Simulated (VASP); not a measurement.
# NaH (Fm-3m) in VASP: notebook, part 2 of 2

VASP 6.6.1.

## (3) Band structure, HSE03

POSCAR reads:

```
NaH
1.0
    0.0000000000      2.4400000000      2.4400000000
    2.4400000000      0.0000000000      2.4400000000
    2.4400000000      2.4400000000      0.0000000000
Na H
1 1
Direct
    0.0000000000      0.0000000000      0.0000000000
    0.5000000000      0.5000000000      0.5000000000
```

INCAR.step1 reads:

```
SYSTEM = NaH
  PREC = Accurate
  ENCUT = 520
  EDIFF = 1E-5
  ISMEAR = 0
  SIGMA = 0.02
  LREAL = .FALSE.
  LASPH = .TRUE.
  NELM = 60
  ALGO = Normal
  ISIF = 2
  LWAVE = .TRUE.
  LCHARG = .FALSE.
  GGA = PE
  KPAR = 4
```

INCAR.step2 reads:

```
SYSTEM = NaH
  PREC = Accurate
  ENCUT = 520
  EDIFF = 1E-7
  ISMEAR = 0
  SIGMA = 0.02
  LREAL = .FALSE.
  LASPH = .TRUE.
  NELM = 60
  ALGO = Normal
  ISIF = 2
  LWAVE = .FALSE.
  LCHARG = .FALSE.
  GGA = PE
  LHFCALC = .TRUE.
  HFSCREEN = 0.3
  PRECFOCK = Fast
  ISTART = 1
  KPAR = 4
```

KPOINTS reads:

```
regular mesh
0
G
  6 6 6
  0 0 0
```

KPOINTS_OPT reads:

```
path GXWKGLUWLK,UX
12
line-mode
reciprocal
 0.0000000000  0.0000000000  0.0000000000  G
 0.5000000000  0.0000000000  0.5000000000  X

 0.5000000000  0.0000000000  0.5000000000  X
 0.5000000000  0.2500000000  0.7500000000  W

 0.5000000000  0.2500000000  0.7500000000  W
 0.3750000000  0.3750000000  0.7500000000  K

 0.3750000000  0.3750000000  0.7500000000  K
 0.0000000000  0.0000000000  0.0000000000  G

 0.0000000000  0.0000000000  0.0000000000  G
 0.5000000000  0.5000000000  0.5000000000  L

 0.5000000000  0.5000000000  0.5000000000  L
 0.6250000000  0.2500000000  0.6250000000  U

 0.6250000000  0.2500000000  0.6250000000  U
 0.5000000000  0.2500000000  0.7500000000  W

 0.5000000000  0.2500000000  0.7500000000  W
 0.5000000000  0.5000000000  0.5000000000  L

 0.5000000000  0.5000000000  0.5000000000  L
 0.3750000000  0.3750000000  0.7500000000  K

 0.6250000000  0.2500000000  0.6250000000  U
 0.5000000000  0.0000000000  0.5000000000  X
```

Potentials or basis: VASP PAW PBE potentials, release 64 (Na_pv, H).

The run is started by

```console
$ cat potpaw_PBE.64/Na_pv/POTCAR potpaw_PBE.64/H/POTCAR > POTCAR
$ cp INCAR.step1 INCAR
$ mpirun -np 4 vasp_std > vasp.out
$ cp INCAR.step2 INCAR
$ mpirun -np 4 vasp_std > vasp.out
```

OUTCAR:

```text
SYSTEM = NaH
   PREC = Accurate
   ENCUT = 520
   EDIFF = 1E-7
   ISMEAR = 0
   LREAL = .FALSE.
   LASPH = .TRUE.
   NELM = 60
   ISIF = 2
   GGA = PE
   LHFCALC = .TRUE.
   HFSCREEN = 0.3
   PRECFOCK = Fast
   ISTART = 1

 ion  position               nearest neighbor table
   1  0.000  0.000  0.000-
   2  0.500  0.500  0.500-

  LATTYP: Found a face centered cubic cell.
 ALAT       =     4.8800000000

  Lattice vectors:

 A1 = (   0.0000000000,   2.4400000000,   2.4400000000)
 A2 = (   2.4400000000,   0.0000000000,   2.4400000000)
 A3 = (   2.4400000000,   2.4400000000,   0.0000000000)

Analysis of symmetry for initial positions (statically):
=====================================================================
 Subroutine PRICEL returns:
 Original cell was already a primitive cell.

 Routine SETGRP: Setting up the symmetry group for a
 face centered cubic supercell.

 Subroutine GETGRP returns: Found 48 space group operations
 (whereof 48 operations were pure point group operations)
 out of a pool of 48 trial point group operations.

The static configuration has the point symmetry O_h .
[... 165 lines left out ...]
 cond. band min:       2.7187215572   @ k =   0.5000   0.0000   0.0000
 fundamental gap:      4.5658339147
 Fermi energy:        -1.7008138373

 k-point     1 :       0.0000    0.0000    0.0000
  band No.  band energies     occupation
      1     -26.2086      2.00000
      2     -26.2086      2.00000
      3     -26.2086      2.00000
      4      -5.5884      2.00000
      5       9.6105      0.00000
      6      14.6961      0.00000
      7      14.6961      0.00000
      8      14.6961      0.00000
[... 155 lines left out ...]
 k-point    16 :      -0.3333    0.5000    0.1667
  band No.  band energies     occupation
      1     -26.2666      2.00000
      2     -26.2454      2.00000
      3     -26.2366      2.00000
      4      -1.8471      2.00000
      5       4.2129      0.00000
      6       6.1357      0.00000
      7       7.7449      0.00000
      8      14.0319      0.00000

------------------------ aborting loop because EDIFF is reached ----------------------------------------

  FORCE on cell =-STRESS in cart. coord.  units (eV):
  Direction    XX          YY          ZZ          XY          YZ          ZX
  --------------------------------------------------------------------------------------
  -------------------------------------------------------------------------------------
  Total       -0.1816670     -0.1816670     -0.1816670     -0.0000000     -0.0000000     -0.0000000
  in kB      -10.0181415    -10.0181415    -10.0181415     -0.0000000     -0.0000000     -0.0000000
  external PRESSURE =     -10.0181415 kB  Pullay stress =       0.0000000 kB

 VOLUME and BASIS-vectors are now :
 -----------------------------------------------------------------------------
  energy-cutoff  :      520.00
  volume of cell :       29.05
      direct lattice vectors                 reciprocal lattice vectors
     0.000000000  2.440000000  2.440000000    -0.204918033  0.204918033  0.204918033
     2.440000000  0.000000000  2.440000000     0.204918033 -0.204918033  0.204918033
     2.440000000  2.440000000  0.000000000     0.204918033  0.204918033 -0.204918033

 POSITION                                       TOTAL-FORCE (eV/Angst)
 -----------------------------------------------------------------------------------
      0.00000      0.00000      0.00000        -0.000000      0.000000      0.000000
      2.44000      2.44000      2.44000         0.000000     -0.000000     -0.000000
 -----------------------------------------------------------------------------------
    total drift:                               -0.000001     -0.000001     -0.000001

  FREE ENERGIE OF THE ION-ELECTRON SYSTEM (eV)
  ---------------------------------------------------
  free  energy   TOTEN  =        -5.6397841423 eV

  energy  without entropy=       -5.6397841423  energy(sigma->0) =       -5.63978414
```

OUTCAR.step1:

```text
SYSTEM = NaH
   PREC = Accurate
   ENCUT = 520
   EDIFF = 1E-5
   ISMEAR = 0
   LREAL = .FALSE.
   LASPH = .TRUE.
[... 388 lines left out ...]
      0.00000      0.00000      0.00000         0.000000      0.000000      0.000000
      2.44000      2.44000      2.44000        -0.000000      0.000000     -0.000000
 -----------------------------------------------------------------------------------
    total drift:                               -0.000000     -0.000000      0.000000

  FREE ENERGIE OF THE ION-ELECTRON SYSTEM (eV)
  ---------------------------------------------------
  free  energy   TOTEN  =        -5.0860764820 eV

  energy  without entropy=       -5.0860764820  energy(sigma->0) =       -5.08607648
```

It took 90 s on 4 MPI ranks of Intel Xeon 6975P-C (Granite Rapids), shared host; peak memory 0.29 GiB.

What came out:

| Item | Value |
| --- | --- |
| Free energy | -5.6398 eV |
| Pressure | -1.0 GPa |
| Band gap on the k mesh | 4.57 eV, indirect (least direct gap 5.43 eV) |
| Band gap along the path | 4.52 eV, indirect (least direct gap 5.43 eV) |

Levels at the corners of the path, in eV from the valence-band top:
```csv
point,band 1,band 2,band 3,band 4,band 5,band 6,band 7,band 8
Γ,-24.41,-24.41,-24.41,-3.79,11.41,16.50,16.50,16.50
X,-24.47,-24.43,-24.43,-0.17,5.38,10.89,11.52,11.52
X,-24.47,-24.43,-24.43,-0.17,5.38,10.89,11.52,11.52
W,-24.45,-24.45,-24.43,0.00,6.81,6.81,9.20,17.34
W,-24.45,-24.45,-24.43,0.00,6.81,6.81,9.20,17.34
K,-24.46,-24.45,-24.43,-0.12,6.10,7.16,12.13,12.67
K,-24.46,-24.45,-24.43,-0.12,6.10,7.16,12.13,12.67
Γ,-24.41,-24.41,-24.41,-3.79,11.41,16.50,16.50,16.50
Γ,-24.41,-24.41,-24.41,-3.79,11.41,16.50,16.50,16.50
L,-24.48,-24.42,-24.42,-0.91,4.52,11.68,14.32,14.32
L,-24.48,-24.42,-24.42,-0.91,4.52,11.68,14.32,14.32
U,-24.46,-24.45,-24.43,-0.12,6.10,7.16,12.13,12.67
U,-24.46,-24.45,-24.43,-0.12,6.10,7.16,12.13,12.67
W,-24.45,-24.45,-24.43,0.00,6.81,6.81,9.20,17.34
W,-24.45,-24.45,-24.43,0.00,6.81,6.81,9.20,17.34
L,-24.48,-24.42,-24.42,-0.91,4.52,11.68,14.32,14.32
L,-24.48,-24.42,-24.42,-0.91,4.52,11.68,14.32,14.32
K,-24.46,-24.45,-24.43,-0.12,6.10,7.16,12.13,12.67
U,-24.46,-24.45,-24.43,-0.12,6.10,7.16,12.13,12.67
X,-24.47,-24.43,-24.43,-0.17,5.38,10.89,11.52,11.52
```

Caveat: the PAW data sets were made with another functional, which shifts forces and pressure a little.

## (4) Band structure, PBE0

POSCAR is that of step 3.

INCAR.step1 is that of step 3.

Changes to INCAR.step2 since step 3:

```diff
@@ -15,5 +15,6 @@
   LHFCALC = .TRUE.
-  HFSCREEN = 0.3
+  AEXX = 0.25
   PRECFOCK = Fast
   ISTART = 1
+  HFRCUT = -1
   KPAR = 4
```

KPOINTS is that of step 3.

KPOINTS_OPT is that of step 3.

The run is started by

```console
$ cat potpaw_PBE.64/Na_pv/POTCAR potpaw_PBE.64/H/POTCAR > POTCAR
$ cp INCAR.step1 INCAR
$ mpirun -np 4 vasp_std > vasp.out
$ cp INCAR.step2 INCAR
$ mpirun -np 4 vasp_std > vasp.out
```

It took 75 s on 4 MPI ranks of Intel Xeon 6975P-C (Granite Rapids), shared host; peak memory 0.2 GiB.

The run converged. Its results:

| Property | Result |
| --- | --- |
| Free energy | -6.1091 eV |
| Pressure | -1.0 GPa |
| Band gap on the k mesh | 5.51 eV, indirect (least direct gap 6.41 eV) |
| Band gap along the path | 5.46 eV, indirect (least direct gap 6.41 eV) |

Levels at the corners of the path, in eV from the valence-band top:
| point | band 2 | band 3 | band 4 | band 5 | band 6 | band 7 |
| --- | --- | --- | --- | --- | --- | --- |
| Γ | -24.48 | -24.48 | -3.92 | 12.46 | 17.51 | 17.51 |
| X | -24.51 | -24.51 | -0.18 | 6.31 | 11.85 | 12.55 |
| X | -24.51 | -24.51 | -0.18 | 6.31 | 11.85 | 12.55 |
| W | -24.53 | -24.51 | 0.00 | 7.77 | 7.77 | 10.23 |
| W | -24.53 | -24.51 | 0.00 | 7.77 | 7.77 | 10.23 |
| K | -24.53 | -24.51 | -0.12 | 7.04 | 8.14 | 13.16 |
| K | -24.53 | -24.51 | -0.12 | 7.04 | 8.14 | 13.16 |
| Γ | -24.48 | -24.48 | -3.92 | 12.46 | 17.51 | 17.51 |
| Γ | -24.48 | -24.48 | -3.92 | 12.46 | 17.51 | 17.51 |
| L | -24.49 | -24.49 | -0.95 | 5.46 | 12.68 | 15.36 |
| L | -24.49 | -24.49 | -0.95 | 5.46 | 12.68 | 15.36 |
| U | -24.53 | -24.51 | -0.12 | 7.04 | 8.14 | 13.16 |
| U | -24.53 | -24.51 | -0.12 | 7.04 | 8.14 | 13.16 |
| W | -24.53 | -24.51 | 0.00 | 7.77 | 7.77 | 10.23 |
| W | -24.53 | -24.51 | 0.00 | 7.77 | 7.77 | 10.23 |
| L | -24.49 | -24.49 | -0.95 | 5.46 | 12.68 | 15.36 |
| L | -24.49 | -24.49 | -0.95 | 5.46 | 12.68 | 15.36 |
| K | -24.53 | -24.51 | -0.12 | 7.04 | 8.14 | 13.16 |
| U | -24.53 | -24.51 | -0.12 | 7.04 | 8.14 | 13.16 |
| X | -24.51 | -24.51 | -0.18 | 6.31 | 11.85 | 12.55 |

Caveat: the PAW data sets were made with another functional, which shifts forces and pressure a little.

## (5) Band structure, r2SCAN-EpsX

POSCAR is that of step 4.

INCAR.step1 reads:

```
SYSTEM = NaH
  PREC = Accurate
  ENCUT = 520
  EDIFF = 1E-8
  ISMEAR = 0
  SIGMA = 0.02
  LREAL = .FALSE.
  LASPH = .TRUE.
  NELM = 60
  ALGO = Normal
  ISIF = 2
  LWAVE = .FALSE.
  LCHARG = .FALSE.
  GGA = PE
  LEPSILON = .TRUE.
  KPAR = 4
```

KPOINTS.step1 reads:

```
Automatic mesh
0
G
  10 10 10
  0 0 0
```

INCAR.step2 reads:

```
SYSTEM = NaH
  PREC = Accurate
  ENCUT = 520
  EDIFF = 1E-5
  ISMEAR = 0
  SIGMA = 0.02
  LREAL = .FALSE.
  LASPH = .TRUE.
  NELM = 60
  ALGO = Normal
  ISIF = 2
  LWAVE = .TRUE.
  LCHARG = .FALSE.
  GGA = PE
  KPAR = 4
```

KPOINTS.step2 reads:

```
regular mesh
0
G
  6 6 6
  0 0 0
```

INCAR.step3 reads:

```
SYSTEM = NaH
  PREC = Accurate
  ENCUT = 520
  EDIFF = 1E-7
  ISMEAR = 0
  SIGMA = 0.02
  LREAL = .FALSE.
  LASPH = .TRUE.
  NELM = 60
  ALGO = Normal
  ISIF = 2
  LWAVE = .FALSE.
  LCHARG = .FALSE.
  METAGGA = R2SCAN
  LHFCALC = .TRUE.
  AEXX = 0.3213
  LMIXTAU = .TRUE.
  PRECFOCK = Fast
  ISTART = 1
  HFRCUT = -1
  KPAR = 4
```

KPOINTS.step3 reads:

```
regular mesh
0
G
  6 6 6
  0 0 0
```

KPOINTS_OPT is that of step 4.

The run is started by

```console
$ cat potpaw_PBE.64/Na_pv/POTCAR potpaw_PBE.64/H/POTCAR > POTCAR
$ cp INCAR.step1 INCAR
$ cp KPOINTS.step1 KPOINTS
$ mpirun -np 4 vasp_std > vasp.out
$ cp INCAR.step2 INCAR
$ cp KPOINTS.step2 KPOINTS
$ mpirun -np 4 vasp_std > vasp.out
$ cp INCAR.step3 INCAR
$ cp KPOINTS.step3 KPOINTS
$ mpirun -np 4 vasp_std > vasp.out
```

Run time: 1.9 min. Hardware: 4 MPI ranks of Intel Xeon 6975P-C (Granite Rapids), shared host; peak memory 0.21 GiB.

Results (log left out):

```
Free energy             : -8.0788 eV
Pressure                : -1.4 GPa
Band gap on the k mesh  : 6.33 eV, indirect (least direct gap 7.25 eV)
Band gap along the path : 6.29 eV, indirect (least direct gap 7.25 eV)
```

Levels at the corners of the path, in eV from the valence-band top:
```
point  band 1  band 2  band 3  band 4  band 5  band 6  band 7  band 8
    Γ  -25.70  -25.69  -25.69   -3.97   13.58   18.47   18.47   18.47
    X  -25.76  -25.72  -25.72   -0.17    7.10   12.73   13.51   13.51
    X  -25.76  -25.72  -25.72   -0.17    7.10   12.73   13.51   13.51
    W  -25.74  -25.74  -25.72    0.00    8.60    8.60   11.25   19.65
    W  -25.74  -25.74  -25.72    0.00    8.60    8.60   11.25   19.65
    K  -25.75  -25.74  -25.71   -0.12    7.84    9.02   14.11   14.79
    K  -25.75  -25.74  -25.71   -0.12    7.84    9.02   14.11   14.79
    Γ  -25.70  -25.69  -25.69   -3.97   13.58   18.47   18.47   18.47
    Γ  -25.70  -25.69  -25.69   -3.97   13.58   18.47   18.47   18.47
    L  -25.77  -25.70  -25.70   -0.96    6.29   13.70   16.25   16.25
    L  -25.77  -25.70  -25.70   -0.96    6.29   13.70   16.25   16.25
    U  -25.75  -25.74  -25.71   -0.12    7.84    9.02   14.11   14.79
    U  -25.75  -25.74  -25.71   -0.12    7.84    9.02   14.11   14.79
    W  -25.74  -25.74  -25.72    0.00    8.60    8.60   11.25   19.65
    W  -25.74  -25.74  -25.72    0.00    8.60    8.60   11.25   19.65
    L  -25.77  -25.70  -25.70   -0.96    6.29   13.70   16.25   16.25
    L  -25.77  -25.70  -25.70   -0.96    6.29   13.70   16.25   16.25
    K  -25.75  -25.74  -25.71   -0.12    7.84    9.02   14.11   14.79
    U  -25.75  -25.74  -25.71   -0.12    7.84    9.02   14.11   14.79
    X  -25.76  -25.72  -25.72   -0.17    7.10   12.73   13.51   13.51
```

Caveat: the PAW data sets were made with another functional, which shifts forces and pressure a little.

## (6) Equation of state, RPBE+D4

run.py reads:

```python
from ase import Atoms
from ase.calculators.vasp import Vasp
from ase.eos import EquationOfState
from ase.io import Trajectory
from ase.units import GPa

atoms = Atoms(
    ['Na', 'H'],
    cell=[[0.0, 2.44, 2.44], [2.44, 0.0, 2.44], [2.44, 2.44, 0.0]],
    scaled_positions=[[0.0, 0.0, 0.0], [0.5, 0.5, 0.5]],
    pbc=True,
)
calc = Vasp(
    directory='calc',
    xc='rpbe',
    pp='PBE',
    setups='recommended',
    prec='Accurate',
    encut=520,
    ediff=1e-06,
    ismear=-1,
    sigma=0.02,
    lreal=False,
    lasph=True,
    nelm=60,
    algo='Fast',
    isif=2,
    lwave=False,
    lcharg=False,
    ivdw=13,
    kpts=[9, 9, 9],
    gamma=True,
)
atoms.calc = calc
cell = atoms.cell.copy()
volumes, energies = [], []
traj = Trajectory('eos.traj', 'w')
for x in [0.94, 0.96, 0.98, 1.0, 1.02, 1.04, 1.06]:
    atoms.set_cell(cell * x ** (1 / 3), scale_atoms=True)
    volumes.append(atoms.get_volume())
    energies.append(atoms.get_potential_energy())
    traj.write(atoms)
    print(f'{x:5.2f} {volumes[-1]:12.5f} {energies[-1]:14.6f}')

v0, e0, B = EquationOfState(volumes, energies, eos='vinet').fit()
print(f'V0 = {v0:.4f} A^3, E0 = {e0:.6f} eV, B = {B / GPa:.2f} GPa')
```

Potentials or basis: VASP PAW PBE potentials, release 64 (Na_pv, H).

The run is started by

```console
$ python run.py
```

Run time: 40 s. Hardware: 1 thread of Intel Xeon 6975P-C (Granite Rapids), shared host; peak memory 0.14 GiB.

The run converged. Its results:

```yaml
Equilibrium_volume: "14.30 Å³/atom (rough: see the caveat)"
Bulk_modulus: 20 GPa (rough)
```

Energy against volume, from the lowest point:
```tsv
volume (Å³/atom)	energy (meV/atom)
13.655	2.12
13.946	0.62
14.236	0.00
14.527	0.18
14.817	1.04
15.108	2.46
15.398	4.18
```

Caveat: the fit is doubtful: noisy points or a state that changes with volume; the PAW data sets were made with another functional, which shifts forces and pressure a little.

## (7) The reference run

An earlier run on the cell as given: functional PBE; potentials or basis VASP PAW PBE potentials, release 64 (Na_pv, H); cutoff 520 eV; k mesh 9 × 9 × 9; occupations fermi-dirac, width 0.05 eV; no spin polarisation.

- Pressure: -0.7 GPa
- Band gap on the k mesh: 4.01 eV, indirect (least direct gap 4.70 eV)

## (8) Overview

| task | level | k mesh | smearing | ladder | grid for exact exchange (PRECFOCK) | screening parameter | exchange at q = 0 | share of exact exchange | gap on the mesh (eV) | pressure (GPa) |
| --- | --- | --- | --- | --- | --- | --- | --- | --- | --- | --- |
| band structure | HSE06 | 6 × 6 × 6 | gaussian 0.02 eV | gaps | Fast | 0.2 1/A | - | - | 4.81 | -1.0 |
| band structure | HSE03 | 6 × 6 × 6 | gaussian 0.02 eV | gaps | Fast | - | - | - | 4.57 | -1.0 |
| band structure | PBE0 | 6 × 6 × 6 | gaussian 0.02 eV | gaps | Fast | - | truncated | - | 5.51 | -1.0 |
| band structure | r2SCAN-EpsX | 6 × 6 × 6 | gaussian 0.02 eV | gaps | Fast | - | truncated | 0.3213 | 6.33 | -1.4 |
| equation of state | RPBE+D4 | 9 × 9 × 9 | fermi-dirac 0.02 eV | - | - | - | - | - | - | - |
| single point | PBE | 9 × 9 × 9 | fermi-dirac 0.05 eV | - | - | - | - | - | 4.01 | -0.7 |

Alike in all rows: potentials or basis VASP PAW PBE potentials, release 64 (Na_pv, H); no spin polarisation; cell as given; cutoff (eV) 520.

On the cell as given the gap runs from 4.01 eV (PBE) to 6.29 eV (r2SCAN-EpsX); the meshes differ, which moves gaps too. The pressure there spans -1.4 GPa (r2SCAN-EpsX) to -0.7 GPa (PBE); a positive pressure means that this level wants a larger cell, a negative one a smaller.

Caveats: the PAW data sets were made with another functional, which shifts forces and pressure a little (some runs); the fit is doubtful: noisy points or a state that changes with volume (some runs); an odd mesh through Γ misses points on the zone boundary, where band edges often lie (some runs).

Total energies depend on the potentials used, so only differences within one code and one set of settings carry meaning.
